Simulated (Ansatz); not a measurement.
Suppose Nb₄C takes space group F-43m (No. 216), with Nb on 16e; C on 4a.

Computed with DFT PBE, scalar-relativistic, plane waves, PAW (Ansatz 0.2.0). Cutoff 420 eV, Γ-centred mesh, Gaussian smearing, no spin polarisation.

Energies over the elements count from the elements' standard structures at the same level, with no fitted energy shifts.

**Question.** Predict the relaxed structure.

**Answer.**

Space group F-43m (No. 216). a = 7.437 Å, b = 7.437 Å, c = 7.437 Å, α = 90.00°, β = 90.00°, γ = 90.00°
```
atom  site  symmetry       x       y       z
  Nb   16e       .3m  0.8783  0.3783  0.1217
   C    4a      -43m  0.0000  0.0000  0.0000
```

Nb has 6 Nb at 2.56–2.70 Å and 3 C at 3.09 Å; C has 12 Nb at 3.09 Å. Another local minimum with the same sites may exist.

**Question.** And its energy and gap?

**Answer.** The formation energy is +2.09 eV/atom. The gap on the 10×10×10 mesh of the 5-atom cell is 0 eV (a metal). It can't be a ground state, since the elements alone are lower.

The last run used Gaussian smearing of 0.10 eV. The reference form of C is held partly by dispersion forces, which this level lacks. Symmetry constrained the relaxation, so the result can be a saddle point.
